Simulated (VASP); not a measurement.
Slab: MoS2, a slab with vacuum.

```
CELL_PARAMETERS angstrom
3.18454 0.00000 0.00000
-1.59227 2.75789 0.00000
0.00000 0.00000 21.67053
ATOMIC_POSITIONS crystal
Mo 0.33333 0.66667 0.85116
Mo 0.66667 0.33333 0.14884
S 0.66667 0.33333 0.77963
S 0.33333 0.66667 0.07725
S 0.66667 0.33333 0.92275
S 0.33333 0.66667 0.22037
```

| Quantity | Value |
| --- | --- |
| Program | VASP 6.6.1 |
| Task | single point |
| Functional | PBE |
| Potentials or basis | VASP PAW PBE potentials, release 64 (Mo_sv, S) |
| Cutoff | 520 eV |
| k mesh | 10 × 10 × 2 |
| Occupations | fermi-dirac, width 0.05 eV |
| Spin | no spin polarisation |

On this cell: largest force 0.221 eV/Å; band gap on the k mesh 1.40 eV, indirect (least direct gap 1.89 eV).

The same run follows on a disturbed copy (atoms moved at random, drawn with an rms of 0.05 Å):

```
Mo S
1.0
     3.18454    0.00000    0.00000
    -1.59227    2.75789    0.00000
     0.00000    0.00000   21.67053
Mo S
2 4
Direct
  0.34384 0.66824 0.85091
  0.67791 0.34480 0.14846
  0.67064 0.34761 0.77843
  0.33154 0.66630 0.07732
  0.65108 0.33668 0.92370
  0.32899 0.65297 0.21840
```

Q: What does the disturbed cell give?

A: The energy moves by +17.5 meV/atom; largest force 1.269 eV/Å; band gap on the k mesh 1.32 eV, indirect (least direct gap 1.76 eV).

Forces on the atoms (eV/Å):
```
Mo  -1.204  0.399  0.037
Mo  -0.341 -1.072 -0.435
S    0.420 -0.309  0.132
S    0.228  0.358 -0.418
S    0.786 -0.089 -0.231
S    0.111  0.713  0.915
```

A k mesh can miss the band edges.
